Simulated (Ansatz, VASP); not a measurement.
## MgO in VASP and in Ansatz

The input POSCAR:

```
MgO
1.0
    2.4757081780      0.0000000000      0.0000000000
    0.0000000000      2.4757081780      0.0000000000
    0.0000000000      0.0000000000      2.4757081780
Mg O
1 1
Direct
    0.0000000000      0.0000000000      0.0000000000
    0.5000000000      0.5000000000      0.5000000000
```

Contents of INCAR.step1:

```
ALGO = Normal
EDIFF = 1E-4
ENCUT = 520
GGA = PE
ISMEAR = 0
LASPH = True
LCHARG = False
LREAL = False
LWAVE = True
NBANDS = 11
NELM = 80
PREC = Accurate
SIGMA = 0.05
```

The input INCAR.step2:

```
ALGO = Normal
EDIFF = 1E-6
ENCUT = 520
ISIF = 2
ISMEAR = 0
ISTART = 1
LASPH = True
LCHARG = False
LMIXTAU = True
LREAL = False
LWAVE = False
METAGGA = R2SCAN
NBANDS = 11
NELM = 80
PREC = Accurate
SIGMA = 0.05
```

KPOINTS

```
k-points
0
Gamma
  10 10 10
```

Input for Ansatz:

```yaml
crystal:
  lattice:
    - [2.475708178, 0.0, 0.0]
    - [0.0, 2.475708178, 0.0]
    - [0.0, 0.0, 2.475708178]
  atoms:
    - { symbol: Mg, position: [0.0, 0.0, 0.0] }
    - { symbol: O, position: [0.5, 0.5, 0.5] }
basis:
  ecutwfc: 500
  ecutrho_ratio: 4
kpoints:
  mp_grid: { grid: [10, 10, 10] }
hamiltonian:
  xc: r2scan
scf:
  occupations: { method: gaussian, width: 0.05 }
output:
  forces: true
  stress: true
  eigenvalues: true
```

Alike in both runs: task single point; functional r2SCAN; k mesh 10 × 10 × 10; occupations gaussian, width 0.05 eV; no spin polarisation.

```csv
,VASP,Ansatz
version,VASP 6.6.1,Ansatz 0.2.0
potentials or method,"VASP PAW PBE potentials, release 64 (Mg, O)","scalar-relativistic, plane waves, PAW"
plane-wave cutoff (eV),520,500
valence electrons in the cell,8,16
```

```tsv
	VASP	Ansatz	Ansatz less VASP
gap on the k mesh at the Fermi level (eV)	5.38	5.42	+0.037
least direct gap on the mesh (eV)	6.58	6.63	+0.056
```

With one functional, cell and mesh, what is left measures potentials, basis and numerics. The two sets of potentials don't hold the same shells in valence.

 A k mesh can miss the band edges. r2SCAN opens gaps a little over a GGA but as a rule still falls short of measured ones.
